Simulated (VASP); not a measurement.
# Si2W (P1) in VASP: reference runs

Aim: a first look at Si2W with PBE, on the cell as given.

Everything below comes from runs of VASP 6.6.1. Logs are shortened: lines on timing, memory, paths and dates and some standing lists are left out, and cuts for length are marked.

### Step 1. The cell of the first run

The typed cell holds 6 atoms: a = 4.511 Å, b = 4.545 Å, c = 4.799 Å, α = 90.49°, β = 119.30°, γ = 92.17°.

### Step 2. Single point, PBE

INCAR

```
SYSTEM = Si2W
PREC = Accurate
ENCUT = 520
EDIFF = 1E-7
ISMEAR = -1
SIGMA = 0.05
LREAL = .False.
LASPH = .True.
NELM = 60
ALGO = Normal
ISIF = 2
LWAVE = .False.
LCHARG = .False.
GGA = PE
NBANDS = 31
```

KPOINTS

```
regular mesh
0
Gamma
  7 6 7
  0 0 0
```

POSCAR

```
Si2W
1.0
   -3.2501705600      3.1283777800      0.0523641100
    3.2736016100      3.1518088200      0.0712099800
    1.6135266400     -1.6399799700     -4.2118530600
Si W
4 2
Direct
    0.6386846100      0.0155769700      0.2990982200
    0.1632737600      0.4964089700      0.3452507600
    0.3403864600      0.0044321900      0.6754985000
    0.8273079500      0.4961220300      0.6618590800
    0.0252657000      0.9906153700      0.0127168200
    0.5050815200      0.4968444700      0.0055766100
```

Potentials or basis: VASP PAW PBE potentials, release 64 (Si, W_sv).

Command:

```bash
cat potpaw_PBE.64/Si/POTCAR potpaw_PBE.64/W_sv/POTCAR > POTCAR
mpirun -np 1 vasp_std > vasp.out
```

OUTCAR:

```text
SYSTEM = Si2W
   PREC = Accurate
   ENCUT = 520
   EDIFF = 1E-7
   ISMEAR = -1
   LREAL = .False.
   LASPH = .True.
   NELM = 60
   ISIF = 2
   GGA = PE

 ion  position               nearest neighbor table
   1  0.639  0.016  0.299-   5 2.41   6 2.54   3 2.61   4 2.62   6 2.63   5 2.70   3 2.73   3 2.78
                             4 2.85   5 2.99   2 3.08
   2  0.163  0.496  0.345-   6 2.60   4 2.61   4 2.62   3 2.65   5 2.66   3 2.67   5 2.68   6 2.74
                             6 2.76   4 2.86   1 3.08
   3  0.340  0.004  0.675-   6 2.59   1 2.61   5 2.63   2 2.65   2 2.67   5 2.70   6 2.72   1 2.73
                             1 2.78   5 2.78   4 3.10
   4  0.827  0.496  0.662-   2 2.61   2 2.62   1 2.62   5 2.64   6 2.67   6 2.68   6 2.75   5 2.77
                             1 2.85   2 2.86   3 3.10
   5  0.025  0.991  0.013-   1 2.41   3 2.63   4 2.64   2 2.66   2 2.68   3 2.70   1 2.70   4 2.77
                             3 2.78   1 2.99   6 3.11   6 3.17   6 3.19   6 3.34
   6  0.505  0.497  0.006-   1 2.54   3 2.59   2 2.60   1 2.63   4 2.67   4 2.68   3 2.72   2 2.74
                             4 2.75   2 2.76   5 3.11   5 3.17   5 3.19   5 3.34

  LATTYP: Found a triclinic cell.
 ALAT       =     4.7111866538
 B/A-ratio  =     1.0186903607
 C/A-ratio  =     0.9646880192
 COS(alpha) =     0.0085635608
 COS(beta)  =     0.0449651371
 COS(gamma) =     0.5500831704

  Lattice vectors:

 A1 = (  -1.6366439200,   1.4883978100,  -4.1594889500)
 A2 = (   1.6135266400,  -1.6399799700,  -4.2118530600)
 A3 = (  -3.2736016100,  -3.1518088200,  -0.0712099800)

Analysis of symmetry for initial positions (statically):
=====================================================================
 Subroutine PRICEL returns:
 Original cell was already a primitive cell.

 Routine SETGRP: Setting up the symmetry group for a
 triclinic supercell.

 Subroutine GETGRP returns: Found  1 space group operations
 (whereof  1 operations were pure point group operations)
 out of a pool of  2 trial point group operations.

The static configuration has the point symmetry C_1 .

Analysis of symmetry for dynamics (positions and initial velocities):
=====================================================================
 Subroutine PRICEL returns:
 Original cell was already a primitive cell.

 Routine SETGRP: Setting up the symmetry group for a
 triclinic supercell.

 Subroutine GETGRP returns: Found  1 space group operations
 (whereof  1 operations were pure point group operations)
 out of a pool of  2 trial point group operations.

The dynamic configuration has the point symmetry C_1 .

 Subroutine INISYM returns: Found  1 space group operations
 (whereof  1 operations are pure point group operations),
 and found     1 'primitive' translations

----------------------------------------------------------------------------------------

                                     Primitive cell

  volume of cell :      85.7122

  direct lattice vectors                    reciprocal lattice vectors
    -3.250170560  3.128377780  0.052364110    -0.153515784  0.162203645 -0.121968295
     3.273601610  3.151808820  0.071209980     0.152724984  0.158725980 -0.003295841
     1.613526640 -1.639979970 -4.211853060     0.000673534  0.004700193 -0.238997288

  length of vectors
     4.511440812  4.544825321  4.799240431     0.254466861  0.220294621  0.239044450

  position of ions in fractional coordinates (direct lattice)
     0.638684610  0.015576970  0.299098220
     0.163273760  0.496408970  0.345250760
     0.340386460  0.004432190  0.675498500
     0.827307950  0.496122030  0.661859080
     0.025265700  0.990615370  0.012716820
     0.505081520  0.496844470  0.005576610

  ion indices of the primitive-cell ions
   primitive index   ion index
                 1           1
                 2           2
                 3           3
                 4           4
                 5           5
                 6           6

----------------------------------------------------------------------------------------

 KPOINTS: regular mesh

Automatic generation of k-mesh.
 Grid dimensions read from file:
 generate k-points for:    7    6    7

 Generating k-lattice:

  Cartesian coordinates                     Fractional coordinates (reciprocal lattice)
    -0.021930826  0.023171949 -0.017424042     0.142857143 -0.000000000  0.000000000
     0.025454164  0.026454330 -0.000549307    -0.000000000  0.166666667 -0.000000000
     0.000096219  0.000671456 -0.034142470    -0.000000000  0.000000000  0.142857143

  Length of vectors
     0.036352409  0.036715770  0.034149207

  Shift w.r.t. Gamma in fractional coordinates (k-lattice)
     0.000000000  0.000000000  0.000000000

 Subroutine IBZKPT returns following result:
 ===========================================

 Found    148 irreducible k-points:

 Following reciprocal coordinates:
            Coordinates               Weight
  0.000000  0.000000  0.000000      1.000000
  0.142857 -0.000000  0.000000      2.000000
  0.285714 -0.000000 -0.000000      2.000000
  0.428571  0.000000 -0.000000      2.000000
 -0.000000  0.166667  0.000000      2.000000
  0.142857  0.166667  0.000000      2.000000
[... 16 lines left out ...]
  0.000000 -0.000000  0.142857      2.000000
  0.142857 -0.000000  0.142857      2.000000
 [... further k-points ...]
   k-points           NKPTS =    148   k-points in BZ     NKDIM =    148   number of bands    NBANDS=     31
   number of dos      NEDOS =    301   number of ions     NIONS =      6
   total plane-waves  NPLWV =  46656
   dimension x,y,z NGX =    36 NGY =   36 NGZ =   36
   dimension x,y,z NGXF=    72 NGYF=   72 NGZF=   72
   ions per type =               4   2
   NGX,Y,Z   is equivalent  to a cutoff of  13.27, 13.17, 12.47 a.u.
   NGXF,Y,Z  is equivalent  to a cutoff of  26.53, 26.34, 24.94 a.u.
 SYSTEM =  Si2W
   PREC   = accura    normal or accurate (medium, high low for compatibility)
   ISTART =      0    job   : 0-new  1-cont  2-samecut
   ICHARG =      2    charge: 1-file 2-atom 10-const
   ISPIN  =      1    spin polarized calculation?
   LNONCOLLINEAR =      F non collinear calculations
   LSORBIT =      F    spin-orbit coupling
   LASPH  =      T    aspherical Exc in radial PAW
   ENCUT  =  520.0 eV  38.22 Ry    6.18 a.u.   8.39  8.45  8.92*2*pi/ulx,y,z
   NELM   =     60;   NELMIN=  2; NELMDL= -5     # of ELM steps
   EDIFF  = 0.1E-06   stopping-criterion for ELM
   LREAL  =      F    real-space projection
   EDIFFG = 0.1E-05   stopping-criterion for IOM
   NSW    =      0    number of steps for IOM
   IBRION =     -1    ionic relax: 0-MD 1-quasi-New 2-CG
   NFREE  =      0    steps in history (QN), initial steepest desc. (CG)
   ISIF   =      2    stress and relaxation
   ISYM   =      2    0-nonsym 1-usesym 2-fastsym
   POTIM  = 0.5000    time-step for ionic-motion
   TEBEG  =    0.0;   TEEND  =   0.0 temperature during run
   PSTRESS=    0.0 pullay stress
   NELECT =      44.0000    total number of electrons
   NUPDOWN=      -1.0000    fix difference up-down
   EMIN   =  10.00;   EMAX   =-10.00  energy-range for DOS
   EFERMI =   0.00;   METHOD = LEGACY
   ISMEAR =    -1;   SIGMA  =   0.05  broadening in eV -4-tet -1-fermi 0-gaus
   EFERMI_NEDOS =   21; number of points for ismear=-14 and -15
   IALGO  =     38    algorithm
   IMIX   =      4    mixing-type and parameters
     AMIX     =   0.40;   BMIX     =  1.00
     AMIX_MAG =   1.60;   BMIX_MAG =  1.00
  volume/ion in A,a.u.               =      14.29        96.40
  Fermi-wavevector in a.u.,A,eV,Ry     =   1.310825  2.477101 23.378393  1.718263
  Thomas-Fermi vector in A             =   2.441329
   LORBIT       =      0    0 simple, 1 ext, 2 COOP (PROOUT), +10 PAW based schemes
   GGA     = PE    functional components
   LHFCALC =     F    Hartree Fock is set to
   AEXX    =    0.0000 exact exchange contribution
   IVDW    =     0    specifies the selected vdW correction
   LEPSILON=     F    determine dielectric tensor
   LRPA    =     F    only Hartree local field effects (RPA)
 non-spin polarized calculation
  energy-cutoff  :      520.00
  volume of cell :       85.71
 maximum number of plane-waves:      2327
 NGX is ok and might be reduce to    36
   NGX = 17   NGY = 17   NGZ = 17

 number of electron      44.0000003 magnetization

 Free energy of the ion-electron system (eV)
  ---------------------------------------------------
  ext. energy  EPLUGINS =         0.00000000
  ---------------------------------------------------
  free energy    TOTEN  =       -48.78996928 eV

  energy without entropy =      -48.77724540  energy(sigma->0) =      -48.78360734

 E-fermi :  11.1580     XC(G=0): -12.2496

 val. band max:       11.1538700412   @ k =   0.2857  -0.3333   0.4286
 cond. band min:      11.1604017326   @ k =  -0.2857   0.0000   0.2857
 fundamental gap:      0.0065316915
 Fermi energy:        11.1579617891

 k-point     1 :       0.0000    0.0000    0.0000
  band No.  band energies     occupation
      1     -62.8314      2.00000
      2     -62.7589      2.00000
      3     -27.1865      2.00000
      4     -27.1719      2.00000
      5     -27.0999      2.00000
      6     -27.0202      2.00000
[... 23 lines left out ...]
     30      14.8616      0.00000
     31      15.0092      0.00000

 k-point     2 :       0.1429   -0.0000    0.0000
  band No.  band energies     occupation
      1     -62.8312      2.00000
      2     -62.7590      2.00000
      3     -27.1797      2.00000
      4     -27.1634      2.00000
      5     -27.0988      2.00000
      6     -27.0267      2.00000
[... 23 lines left out ...]
     30      15.1069      0.00000
     31      15.1981      0.00000

 k-point     3 :       0.2857   -0.0000   -0.0000
  band No.  band energies     occupation
      1     -62.8308      2.00000
      2     -62.7594      2.00000
      3     -27.1634      2.00000
      4     -27.1386      2.00000
      5     -27.0949      2.00000
      6     -27.0448      2.00000
[... 703 lines left out ...]
     30      14.9506      0.00000
     31      15.2019      0.00000

 k-point    24 :       0.1429   -0.0000    0.1429
  band No.  band energies     occupation
      1     -62.8312      2.00000
      2     -62.7590      2.00000
      3     -27.1795      2.00000
      4     -27.1637      2.00000
      5     -27.1007      2.00000
      6     -27.0271      2.00000
[... 23 lines left out ...]
     30      15.4955      0.00000
     31      15.7286      0.00000

 [... further k-points ...]

------------------------ aborting loop because EDIFF is reached ----------------------------------------

  FORCE on cell =-STRESS in cart. coord.  units (eV):
  Direction    XX          YY          ZZ          XY          YZ          ZX
  --------------------------------------------------------------------------------------
  -------------------------------------------------------------------------------------
  Total       -1.9522269      3.3663841    -10.8610668     -1.0747793     -3.5596399      0.3529014
  in kB      -36.4920559     62.9262279   -203.0207936    -20.0903414    -66.5386685      6.5966199
  external PRESSURE =     -58.8622072 kB  Pullay stress =       0.0000000 kB

 VOLUME and BASIS-vectors are now :
 -----------------------------------------------------------------------------
  energy-cutoff  :      520.00
  volume of cell :       85.71
      direct lattice vectors                 reciprocal lattice vectors
    -3.250170560  3.128377780  0.052364110    -0.153515784  0.162203645 -0.121968295
     3.273601610  3.151808820  0.071209980     0.152724984  0.158725980 -0.003295841
     1.613526640 -1.639979970 -4.211853060     0.000673534  0.004700193 -0.238997288

 POSITION                                       TOTAL-FORCE (eV/Angst)
 -----------------------------------------------------------------------------------
     -1.54224      1.55663     -1.22520        -1.505968      0.394065     -1.415940
      1.65145      1.50916     -1.41025        -0.148094      0.398367      0.566409
     -0.00187     -0.02898     -2.82696        -0.288133     -0.208618      0.368534
      0.00314      3.06638     -2.70900        -0.008388      0.248710     -0.706684
      3.18128      3.18042      0.01830         1.572605     -1.066168      0.742955
     -0.00613      3.13690      0.03834         0.377977      0.233644      0.444727
 -----------------------------------------------------------------------------------
    total drift:                                0.000054     -0.000022      0.000054

  FREE ENERGIE OF THE ION-ELECTRON SYSTEM (eV)
  ---------------------------------------------------
  free  energy   TOTEN  =       -48.7899692787 eV

  energy  without entropy=      -48.7772453962  energy(sigma->0) =      -48.78360734
```

Wall time 5.4 min (1 thread of Intel Xeon Platinum 8375C at 2.90GHz (Ice Lake), shared host); peak memory 0.43 GiB.

Results:

```
Free energy            : -48.7900 eV
Pressure               : -5.9 GPa
Largest force          : 2.104 eV/Å
Band gap on the k mesh : none (metal or under the smearing width)
```

Forces in eV/Å, atoms in the order of the input:
```
Si  -1.506  0.394 -1.416
Si  -0.148  0.398  0.566
Si  -0.288 -0.209  0.369
Si  -0.008  0.249 -0.707
W    1.573 -1.066  0.743
W    0.378  0.234  0.445
```

Stress tensor (GPa, compression positive):
```
 -3.65  -2.01   0.66
 -2.01   6.29  -6.65
  0.66  -6.65 -20.30
```

Caveat: forces of over 1 eV/Å show positions far from the minimum, so gaps and moduli don't describe the material at rest. Spin-orbit coupling is left out, which matters for the levels of W.
